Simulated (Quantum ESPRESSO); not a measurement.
# CuO under changes of volume

One of the cells (10.729 Å³/atom); the others are scaled copies at fixed shape and fractional positions:

```xyz
4
Lattice="2.8795 0.0000 0.0000 0.0391 2.8793 0.0000 0.0175 0.0172 5.1763" Properties=species:S:1:pos:R:3 pbc="T T T"
Cu    0.0195    1.4396    0.0000
Cu    1.4485    0.0086    2.5882
O     2.8881    0.0177    3.8817
O     0.0479    2.8788    1.2947
```

The cell comes from a database or a generator and needn't be the stable form of this composition.

* Program: Quantum ESPRESSO 7.5
* Functional: LDA
* Potentials or basis: GBRV 1.5 LDA
* Cutoff: 762 eV
* Density cutoff: 6095 eV
* k mesh: 8 × 8 × 4
* Occupations: fermi-dirac, width 0.05 eV
* Spin: no spin polarisation

| volume (Å³/atom) | energy over the lowest point (meV/atom) | pressure (GPa) | largest force (eV/Å) |
| --- | --- | --- | --- |
| 10.085 | 2.97 | 4.0 | 0.013 |
| 10.300 | 0.00 | -0.3 | 0.014 |
| 10.515 | 2.47 | -4.2 | 0.014 |
| 10.729 | 9.81 | -7.7 | 0.015 |
| 10.944 | 21.48 | -10.7 | 0.016 |
| 11.158 | ? | ? | ? |
| 11.373 | 55.84 | -15.7 | 0.018 |

Question: What does the run at 11.158 Å³/atom give?

Answer: Energy over the lowest point 36.96 meV/atom; pressure -13.3 GPa; largest force 0.017 eV/Å.

Worked out: A Birch-Murnaghan fit of order 3 (a polynomial in V^(-2/3)) to the other rows has its minimum at 10.31 Å³/atom with B0 = V·E''(V) = 195 GPa and B' = 4.7 at fixed shape and positions, which overstates the stiffness. It gives 36.92 meV/atom at 11.158 Å³/atom, against the run's 36.96, and -dE/dV = -12.9 GPa, against -13.3.

Energies are extrapolated to zero smearing.

Caveats: the run has no spin polarisation, though such a crystal can be magnetic.
